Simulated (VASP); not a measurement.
AgBr, 2 atoms in the cell. It takes space group Fm-3m (No. 225, cubic). Conventional cell: a = 5.736 Å, b = 5.736 Å, c = 5.736 Å, α = 90.00°, β = 90.00°, γ = 90.00°. Ag (site symmetry m-3m) has 6 Br at 2.87 Å as nearest neighbours. Br (site symmetry m-3m) is surrounded by 6 Ag at 2.87 Å. The cell is a database's computed one. The cell isn't the ideal one: volume scaled by 0.975.

* Program: VASP 6.6.1
* Task: single point
* Functional: r2SCAN
* Potentials or basis: VASP PAW PBE potentials, release 64 (Ag, Br)
* Cutoff: 520 eV
* k mesh: 7 × 7 × 7
* Occupations: fermi-dirac, width 0.02 eV
* Spin: no spin polarisation
* Dipole correction: no
* Further INCAR settings: ALGO = Normal; EDIFF = 1e-06; NBANDS = 16

Potentials or basis: VASP PAW PBE potentials, release 64 (Ag, Br).

Run with:

```sh
$ cat potpaw_PBE.64/Ag/POTCAR potpaw_PBE.64/Br/POTCAR > POTCAR
$ cp INCAR.step1 INCAR
$ mpirun -np 1 vasp_std > vasp.out
$ cp INCAR.step2 INCAR
$ mpirun -np 1 vasp_std > vasp.out
```

Hardware: 1 thread of AMD EPYC 9R45 96-Core Processor (Zen 5), on a shared host.

Task: Estimate the wall time of this run.

Result: Run time: 44 s on 1 thread of AMD EPYC 9R45 96-Core Processor (Zen 5), on a shared host, peak memory 0.14 GiB. Counts: scf iterations 11, k points 20.
